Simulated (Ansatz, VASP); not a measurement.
**Two plane-wave programs on Al2Au**

Contents of INCAR:

```
PREC     = Accurate       # precision mode
ENCUT    = 520            # plane-wave cutoff, eV
EDIFF    = 1E-7           # SCF threshold, eV
ISMEAR   = -1             # smearing method
SIGMA    = 0.05           # smearing width, eV
LREAL    = False          # projectors in reciprocal space
LASPH    = True           # aspherical terms in the spheres
NELM     = 80             # most SCF steps
ALGO     = Normal         # electronic algorithm
ISIF     = 2              # what is computed and relaxed
LWAVE    = False          # write WAVECAR
LCHARG   = False          # write CHGCAR
GGA      = PS             # functional
NBANDS   = 16             # bands
```

Contents of KPOINTS:

```
regular mesh
0
Gamma
  8 8 8
```

The input POSCAR:

```
Al2Au
1.0
    0.0000000000      2.9798651651      2.9798651651
    2.9798651651      0.0000000000      2.9798651651
    2.9798651651      2.9798651651      0.0000000000
Au Al
1 2
Direct
    0.0000000000      0.0000000000      0.0000000000
    0.7500000000      0.7500000000      0.7500000000
    0.2500000000      0.2500000000      0.2500000000
```

Contents of input.yaml:

```yaml
crystal:
  lattice:
    - [0.0, 2.9798651651, 2.9798651651]
    - [2.9798651651, 0.0, 2.9798651651]
    - [2.9798651651, 2.9798651651, 0.0]
  atoms:
    - { symbol: Au, position: [0.0, 0.0, 0.0] }
    - { symbol: Al, position: [0.75, 0.75, 0.75] }
    - { symbol: Al, position: [0.25, 0.25, 0.25] }
hamiltonian:
  xc: pbesol
  pseudopotentials: { kind: paw }
kpoints:
  mp_grid: { grid: [8, 8, 8] }
scf:
  occupations: { method: fermi_dirac, width: 0.05 }
output:
  forces: true
  stress: true
  eigenvalues: true
  write_density: true
  write_potential: true
  elf: true
  volumetric_format: npy
```

Change from the starting cell: volume scaled by 0.98.

Alike in both runs: task single point; functional PBEsol; k mesh 8 × 8 × 8; occupations fermi-dirac, width 0.05 eV; no spin polarisation.

|  | VASP | Ansatz |
| --- | --- | --- |
| version | VASP 6.6.1 | Ansatz 0.2.0 |
| potentials or method | VASP PAW PBE potentials, release 64 (Au, Al) | Ansatz PAW |
| plane-wave cutoff (eV) | 520 | 420 |
| valence electrons in the cell | 17 | 25 |

VASP gave:

* gap on the k mesh at the Fermi level (eV): none
* pressure (GPa): 2.3

Which values does Ansatz return?

gap on the k mesh at the Fermi level (eV): none; pressure (GPa): 2.5.

A gap of «none» marks a metal or a gap that the smearing closes. The two sets of potentials don't hold the same shells in valence.

Caveats: the PAW data sets were made with another functional, which shifts forces and pressure a little (VASP); the PAW data sets come from PBE, with cores solved anew for the run's functional, which leaves a small shift of forces and pressure (Ansatz). Spin-orbit coupling is left out, which matters for the levels of Au.
